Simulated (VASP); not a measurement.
Write the native input for VASP 6.6.1 that does the following.

* Task: relaxation of cell and atoms
* Functional: LDA
* Potentials or basis: VASP PAW LDA potentials, release 64 (Cd, O)
* Cutoff: 600 eV
* k mesh: 12 × 12 × 12
* Occupations: gaussian, width 0.03 eV
* Spin: no spin polarisation
* Further INCAR settings: ALGO = Normal; EDIFF = 1e-07; IBRION = 2; EDIFFG = -0.005; NSW = 90; ISIF = 3

The structure of CdO lies in POSCAR:

```
CdO                                     
1.0
    0.0000000000      2.3260827741      2.3260827741
    2.3260827741      0.0000000000      2.3260827741
    2.3260827741      2.3260827741      0.0000000000
  Cd              O             
     1     1
Direct
     0.0000000000000000    0.0000000000000000    0.0000000000000000
     0.5000000000000000    0.5000000000000000    0.5000000000000000
```

One way to write it, as run:

INCAR

```
SYSTEM = CdO
ALGO     = Normal         ! electronic algorithm
EDIFF    = 1E-7           ! SCF threshold, eV
EDIFFG   = -0.005         ! ionic threshold
ENCUT    = 600            ! plane-wave cutoff, eV
IBRION   = 2              ! ionic algorithm
ISIF     = 3              ! what is computed and relaxed
ISMEAR   = 0              ! smearing method
LASPH    = .TRUE.         ! aspherical terms in the spheres
LCHARG   = .FALSE.        ! write CHGCAR
LREAL    = .FALSE.        ! projectors in reciprocal space
LWAVE    = .FALSE.        ! write WAVECAR
NELM     = 80             ! most SCF steps
NSW      = 90             ! ionic steps
PREC     = Accurate       ! precision mode
SIGMA    = 0.03           ! smearing width, eV
```

KPOINTS

```
k-points
0
G
  12 12 12
  0 0 0
```

Potentials or basis: VASP PAW LDA potentials, release 64 (Cd, O).

Launch:

```console
$ cat potpaw_LDA.64/Cd/POTCAR potpaw_LDA.64/O/POTCAR > POTCAR
$ mpirun -np 1 vasp_std > vasp.out
```

Results of the run:

- Pressure after relaxing: 0.0 GPa
- Band gap on the k mesh: none (metal or under the smearing width)

Caveat: the relaxation stopped at its first step, so nothing moved; this crystal is a semiconductor, whose small gap the functional closes, so the metal is an error of the method.

Run time: 25 s on 1 thread of AMD EPYC 7R13 Processor (Zen 3) (shared host), peak memory 0.13 GiB.
